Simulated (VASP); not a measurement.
Wanted: the native input for a VASP 6.6.1 run.

| Property | Result |
| --- | --- |
| Task | single point |
| Functional | B3LYP |
| Potentials or basis | VASP PAW PBE potentials, release 64 (Ti_sv, S) |
| Cutoff | 520 eV |
| k mesh | 5 × 5 × 3 |
| Occupations | fermi-dirac, width 0.05 eV |
| Spin | no spin polarisation |
| Dipole correction | no |
| Exchange at q = 0 | truncated |
| Grid for exact exchange (PRECFOCK) | Normal |
| Further INCAR settings | ALGO = Normal; EDIFF = 1e-06; NBANDS = 19 |

TiS2:

```
Ti S
1.0
     3.41200    0.00000    0.00000
    -1.70600    2.95488    0.00000
     0.00000    0.00000    5.69500
Ti S
1 2
Direct
  0.00000 0.00000 0.00000
  0.33333 0.66667 0.25000
  0.66667 0.33333 0.75000
```

One way to write it, as run:

POSCAR

```
TiS2
1.0
    3.4120000000      0.0000000000      0.0000000000
   -1.7060000000      2.9548786800      0.0000000000
    0.0000000000      0.0000000000      5.6950000000
Ti S
1 2
Direct
    0.0000000000      0.0000000000      0.0000000000
    0.3333333333      0.6666666667      0.2500000000
    0.6666666667      0.3333333333      0.7500000000
```

INCAR.step1

```
SYSTEM = TiS2
PREC = Accurate
ENCUT = 520
EDIFF = 1E-5
ISMEAR = -1
SIGMA = 0.05
LREAL = .FALSE.
LASPH = .TRUE.
NELM = 100
ALGO = Normal
ISIF = 2
LWAVE = .TRUE.
GGA = PE
NBANDS = 19
```

INCAR.step2

```
SYSTEM = TiS2
PREC = Accurate
ENCUT = 520
EDIFF = 1E-6
ISMEAR = -1
SIGMA = 0.05
LREAL = .FALSE.
LASPH = .TRUE.
NELM = 100
ALGO = Normal
ISIF = 2
LWAVE = .FALSE.
LCHARG = .TRUE.
GGA = B3
LHFCALC = .TRUE.
AEXX = 0.2
AGGAX = 0.72
AGGAC = 0.81
ALDAC = 0.19
PRECFOCK = Normal
HFRCUT = -1
LELF = .TRUE.
LVHAR = .TRUE.
ISTART = 1
NBANDS = 19
```

KPOINTS

```
Automatic mesh
0
G
  5 5 3
  0 0 0
```

Potentials or basis: VASP PAW PBE potentials, release 64 (Ti_sv, S).

Run with:

```sh
$ cat potpaw_PBE.64/Ti_sv/POTCAR potpaw_PBE.64/S/POTCAR > POTCAR
$ cp INCAR.step1 INCAR
$ mpirun -np 1 vasp_std > vasp.out
$ cp INCAR.step2 INCAR
$ mpirun -np 1 vasp_std > vasp.out
```

Results of the run:

The pressure is 2.9 GPa. The largest force is 0.375 eV/Å and the band gap on the k mesh is 1.07 eV, indirect (least direct gap 1.50 eV).

Caveat: the k mesh is coarse (spacing up to 0.43 Å⁻¹), so the values aren't converged, least of all with exact exchange; the PAW data sets were made with another functional, which shifts forces and pressure a little; an odd mesh through Γ misses points on the zone boundary, where band edges often lie.

It took 14 min on 1 thread of Intel(R) Xeon(R) Platinum 8488C (Sapphire Rapids) (shared host), peak memory 0.19 GiB.
